### Question: can I fill the blank at 1.02, and would a good guess prove anything?

I have a series for wurtzite CdS in which the cell is scaled up and down while its shape is held. The results at 1.02 of the given volume are blank for me.

CdS (P6_3mc, 4 atoms, measured COD cell), scaled with shape and fractional positions held, in Ansatz 0.2.0 with PBEsol, scalar-relativistic, no spin, 7 × 7 × 4 k points, Fermi-Dirac smearing 0.01 eV. All-electron LAPW has a basis error of 1 meV/atom; "PAW" alone means frozen cores, 420 eV cutoff. Pressure is positive in compression; Vzz is the principal field gradient largest in size.

```tsv
V/V(given)	volume (Å³/atom)	pressure, LAPW (GPa)	energy above the lowest row, LAPW (meV/atom)	largest Vzz, all-electron PAW (1e21 V/m^2)	largest Vzz, PAW (1e21 V/m^2)
0.9400	23.48	3.65	13.8	3.41	3.35
0.9600	23.98	2.10	4.9	3.34	3.28
0.9800	24.48	0.71	0.6	3.27	3.21
0.9900	24.73	0.07	0.0	3.23	3.18
1.0000	24.98	-0.53	0.3	3.20	3.15
1.0100	25.23	-1.10	1.6	3.16	3.11
1.0200	25.48	?	?	?	?
1.0400	25.98	-2.63	10.4	3.07	3.02
1.0600	26.48	-3.51	20.1	3.01	2.96
```

My first idea was a straight line through the pressures, but that column seems to flatten at large volumes. For the field gradient I noticed that Vzz times the volume hardly changes, which is what a lattice of fixed point charges would give. What should stand in the blank row, and with what error bars? And if the forecast for Vzz comes true, may I conclude that the gradient in CdS comes from ions acting as point charges?

### Answer

**Why the pressure column bends**

Two tendencies balance in a crystal near its preferred volume. Bonding pulls the atoms together, and the repulsion between overlapping electron clouds pushes them apart. The repulsion changes much faster with distance than the attraction. Compression therefore meets a resistance that steepens, while on expansion both forces weaken, the repulsion faster, and the net pull that remains grows ever more slowly over the volumes shown here.

A stretched nitrogen molecule behaves in the same way: its energy curve has a steep wall on the short side and a gentle slope on the long side.

The softening is plain in the table. The bulk modulus is the rise in pressure per relative decrease in volume. Taken from neighbouring rows, it is 74 GPa between 0.94 and 0.96, but only 46 GPa between 1.04 and 1.06. More than a third of the stiffness is lost across the series, so a straight line is the wrong shape for the pressure.

**From softening to a pressure**

Let $V$ be the volume, $V_0$ the volume at which the pressure $P$ vanishes, $B_0$ the bulk modulus there, and $B'$ the change of bulk modulus per change of pressure. An energy expanded to third order in the Birch-Murnaghan measure of strain, then differentiated, gives

$$P=\tfrac{3}{2}B_0\left(x^{7/3}-x^{5/3}\right)\left[1+\tfrac{3}{4}(B'-4)\left(x^{2/3}-1\right)\right],\qquad x=\frac{V_0}{V}.$$

A least-squares fit to the eight known LAPW pressures puts $V_0$ at 0.9911 of the given volume, with $B_0=61$ GPa and $B'=4.6$.

The forecast can be followed by hand. Going from $V_0$ to the blank row is a logarithmic stretch of $\ln(1.02/0.9911)=0.0287$. With constant stiffness the tension would be $61\times0.0287=1.75$ GPa. On the way, however, the crystal feels about half that tension on average, which lowers its bulk modulus to $61-4.6\times0.875\approx57$ GPa. The corrected tension is $57\times0.0287\approx1.64$ GPa, in agreement with the full formula.

These two steps carry over to other solids under strains of a few per cent, provided that $B_0$ and $B'$ are known and the crystal keeps its structure. The first step gives the size of the pressure. The second says which way a constant stiffness errs: for the usual positive $B'$ it gives too much tension on expansion and too little pressure on compression.

One caution matters if the numbers are to be used for a strained film. The pressure here is an average over directions. In the all-electron PAW run at the given volume, the stress is about 0.1 GPa in the basal plane, a slight compression, but about −1.9 GPa along the c axis, a clear tension. The volume $V_0$ is therefore not a relaxed equilibrium, and $B_0$ describes uniform scaling of this cell, not the response of a film clamped in its plane.

**From pressure to energy**

The energy needs no separate physical idea, because $P=-dE/dV$: the energy gained on expansion is the work done against the tension. Start at 0.99, the lowest row, and take three steps of 0.25 Å$^3$ per atom. The average pressures of the steps, using the forecast at the end of the last one, are −0.23, −0.815 and −1.37 GPa. The work is

$$0.25\times(0.23+0.815+1.37)=0.604\ \text{GPa Å}^3,$$

and with 1 eV equal to 160.2 GPa Å$^3$ this is 3.8 meV per atom.

Integrating the fitted pressure curve gives the same value. When its energies are compared with the eight known ones, the best common scale factor is 0.998, where the relation between pressure and energy requires 1. This shows that the two columns are consistent with each other; it does not test whether PBEsol describes CdS well.

Near the minimum the pressure is also the better guide. The energies at 0.98, 0.99 and 1.00 differ by less than the stated basis error of 1 meV per atom, so their order alone would be a weak basis for placing the minimum. The change of sign in the pressure places it just above 0.99.

**The field gradient**

Vzz measures how fast the electric field at a nucleus changes with position, along the direction in which it changes most. A point charge at distance $R$ contributes in proportion to $1/R^3$. If every distance scales with the cell, $R^3$ scales with the volume, and fixed charges give a gradient proportional to $1/V$.

A power law fitted to the eight known all-electron PAW values gives an exponent of −1.05, close to −1. At 1.02 it yields $3.20\times1.02^{-1.05}=3.13$, in units of $10^{21}$ V/m$^2$. An exact $1/V$ law gives 3.14. The frozen-core PAW column has a nearly equal exponent and runs about 0.05 lower, so I forecast it from its own fit. Its files were made with PBE and keep the core frozen; these runs don't show which of the differences in treatment causes the offset.

**The forecasts for 1.02**

- **Pressure, LAPW:** still tension, between the neighbours, at −1.64 ± 0.02 GPa. A straight line through all known pressures should lie too high.
- **Energy above the lowest row, LAPW:** 3.8 ± 0.2 meV per atom.
- **Largest Vzz:** 3.13 ± 0.01 for all-electron PAW and 3.08 ± 0.01 for PAW, in $10^{21}$ V/m$^2$.

The ranges are judgements. They exceed the typical misses found when each known row is left out of its fit in turn, and those for Vzz also allow for the two printed decimals. The energy range assumes that most of the basis error is common to neighbouring volumes and cancels in the difference. None of the ranges covers the distance between this calculation and a real crystal.

The withheld rows as computed:

```tsv
V/V(given)	volume (Å³/atom)	pressure, LAPW (GPa)	energy above the lowest row, LAPW (meV/atom)	largest Vzz, all-electron PAW (1e21 V/m^2)	largest Vzz, PAW (1e21 V/m^2)
1.0200	25.48	-1.64	3.8	3.13	3.08
```

**What the hits are worth**

All four values agree with the forecasts to the digits printed. The straight line through the eight known pressures gives −1.49 GPa, which is 0.15 GPa too high, as expected from the softening. The blank row took no part in any of these fits.

The hits do not carry equal weight, however. To see how much each one needed beyond the nearest known rows, draw a straight line between only the two neighbours, 1.01 and 1.04, and read it a third of the way along:

- For the energy this gives $1.6+8.8/3\approx4.5$ meV per atom instead of 3.8. The curvature is essential.
- For the pressure it gives $-1.10-1.53/3=-1.61$ GPa instead of −1.64. The curvature is a small correction.
- For Vzz in all-electron PAW it gives $3.16-0.09/3=3.13$, which is already the computed value.

So the energy forecast had to get the curvature right, whereas for Vzz a straight line was enough. Even the curvature needs no theory of bonding, though: a cubic through the known energies at 0.99, 1.00, 1.01 and 1.04 also gives 3.8 meV per atom. For Vzz, almost any explanation that gives a gentle decline would have passed the test. That hit cannot even separate the fitted power from an exact $1/V$ law, since both fall within the stated range.

**Why point charges still fail**

A better test is to ask the same picture for something it was not chosen to match. In the all-electron PAW runs at 0.96 and 1.04, the largest gradient sits on cadmium. It falls by 8.1% between these two volumes, and $1/V$ predicts a fall of 7.7%. Taken alone, that looks like strong support.

The sulphur nuclei in the same two runs refute it. Their gradient is negative, and its size grows from 0.61 to 0.75, an increase of 23%. Fixed charges at fixed fractional positions would make the gradients on both elements shrink by the same percentage. The near-$1/V$ behaviour at cadmium is thus a good description of one column, but not evidence for its cause.

The general theory of field gradients suggests where to look. The electrons around a nucleus contribute with a weight of $1/r^3$, where $r$ is their distance from it, so a slight departure from a spherical cloud close in can outweigh distant ions. Stretching the bonds changes the shape of that cloud, and it need not do so alike on cadmium and sulphur. The calculation gives the total gradients without dividing them into such parts, so I can't say which electrons make the sulphur value grow.

Neither the size of Vzz nor its trend should be carried over to a relaxed crystal. Gradients in wurtzite are expected to react strongly to the spacing of the atoms along c, and here that spacing is held in proportion to the cell although forces remain: about 0.25 eV/Å on each atom at the given volume. The forces are larger at 0.96 than at 1.04, so relaxing the positions could change the trend as well as the size, and no run in this series tests by how much. Spin-orbit coupling is missing as well.

The blank row could therefore be filled safely, but your conclusion about ions doesn't follow. Interpolation checks whether a column is smooth; it was the second element, with a trend in the opposite direction, that tested the explanation.
